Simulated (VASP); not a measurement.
Crystal: Yb.

```
Yb
1.0
     0.00000    2.74310    2.74310
     2.74310    0.00000    2.74310
     2.74310    2.74310    0.00000
Yb
1
Direct
  0.00000 0.00000 0.00000
```

Base run:

- Program: VASP 6.6.1
- Functional: PBE
- Potentials or basis: VASP PAW PBE potentials, release 64 (Yb)
- Cutoff: 520 eV
- k mesh: 8 × 8 × 8
- Occupations: gaussian, width 0.02 eV
- Spin: collinear spin, ferromagnetic start
- Starting moments: [1.0] μB

Its results: band gap on the k mesh none (metal or under the smearing width); pressure -3.3 GPa; net moment 0.02 μB per cell.

Task: The run is repeated on the same cell with these changes: functional from PBE to RPBE; further incar settings from ALGO = Normal; EDIFF = 1.00e-06 to ALGO = Normal; EDIFF = 1.00e-06; NBANDS = 22. What comes out?

Result: Band gap on the k mesh none (metal or under the smearing width); pressure -1.9 GPa; net moment -0.02 μB per cell.

Caveats: spin-orbit coupling is left out, which moves the levels of the heavy elements; ASE's xc='lda' writes no GGA tag, so the PBE potentials set the functional and the run is PBE (some runs); the PAW data sets were made with another functional, which shifts forces and pressure a little (some runs).
